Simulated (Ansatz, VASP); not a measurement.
AlRu: VASP beside Ansatz

```xyz
2
Lattice="0.0000 2.7599 2.7599 2.7599 0.0000 2.7599 2.7599 2.7599 0.0000" Properties=species:S:1:pos:R:3 pbc="T T T"
Ru    0.0000    0.0000    0.0000
Al    1.3799    1.3799    1.3799
```

Alike in both runs: functional PBE; k mesh 11 × 11 × 11; occupations fermi-dirac, width 0.08 eV; no spin polarisation.

Ansatz relaxed the structure, and its values are those at the end. VASP's run is a single point on that final structure, the one shown.

```csv
,VASP,Ansatz
version,VASP 6.6.1,Ansatz 0.2.0
potentials or method,"VASP PAW PBE potentials, release 64 (Ru_pv, Al), cutoff 520 eV","all-electron LAPW, scalar-relativistic"
```

Ansatz gave:

```
pressure (GPa) : -0.1
```

Estimate VASP's values.

pressure (GPa): 0.0.

Ansatz ran all-electron here, so the differences hold the error of VASP's frozen core and of both bases.
